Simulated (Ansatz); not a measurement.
Relaxing W

These are results of DFT r2SCAN, scalar-relativistic, plane waves, PAW (Ansatz 0.2.0), not measurements. Settings: 500 eV cutoff, 16×16×16 k-mesh, Gaussian smearing of 0.10 eV, no spin polarisation.

What was changed: biaxial strain in the a-b plane, c and atoms relaxed: +3.0 %.

Spin–orbit coupling is left out, which can shift energies with elements as heavy as these.

Command:

```bash
ansatz run input.yaml --threads 1 --pin off --max-ram 2560MiB --backend cpu --events-out ev --progress --plain --runs-dir out
```

Input:

```yaml
crystal:
  lattice:
    - [3.2634531025, 0.0, 0.0]
    - [0.0, 3.2634531025, 0.0]
    - [0.0, 0.0, 3.1113698512]
  atoms:
    - { symbol: W, position: [0.0, 0.0, 0.0] }
    - { symbol: W, position: [0.5, 0.5, 0.5] }
basis:
  ecutwfc: 500
kpoints:
  mp_grid: { grid: [16, 16, 16] }
hamiltonian:
  xc: r2scan
scf:
  occupations: { method: gaussian, width: 0.1 }
output:
  forces: true
  stress: true
  eigenvalues: true
relax:
  adjacent_minimum: "off"
  f_tol: 0.008
  max_steps: 40
  cell: { stress_tol: 0.015, fix: [a, b, gamma] }
```

F is the free energy. Steps run on the plane waves of an earlier cell, but the last one, and at times one on the way, on a freshly chosen basis, so a repeated geometry can differ a little in energy. The held parts of the cell keep their stress, so P needn't end at zero.

Steps:

| step | F − F(1) (eV) | largest force component (eV/Å) | V (Å³/atom) | P (GPa) |
| --- | --- | --- | --- | --- |
| 1 | 0.0000 | 0.000 | 16.568 | -11.61 |
| 2 | 0.0037 | 0.000 | 16.385 | -8.35 |
| 3 | -0.0004 | 0.000 | 16.529 | -10.94 |
| 4 | -0.0004 | 0.000 | 16.528 | -10.92 |
| 5 | -0.0003 | 0.000 | 16.528 | -10.92 |

Relaxed structure:

```yaml
crystal:
  lattice:
    - [3.26345, 0.00000, 0.00000]
    - [0.00000, 3.26345, 0.00000]
    - [0.00000, 0.00000, 3.10389]
  atoms:
    - { symbol: W, position: [0.00000, 0.00000, 0.00000] }
    - { symbol: W, position: [0.50000, 0.50000, 0.50000] }
```

Symmetry: I4/mmm, No. 139, tetragonal system. Conventional cell: a = 3.263 Å, b = 3.263 Å, c = 3.104 Å, α = 90.00°, β = 90.00°, γ = 90.00°. Around W (site symmetry 4/mmm) lie 10 W at 2.78 to 3.10 Å.

The run converged. Time: 110 s on 1 thread of Arm Neoverse V2, with other jobs on the host, peak memory 0.59 GiB.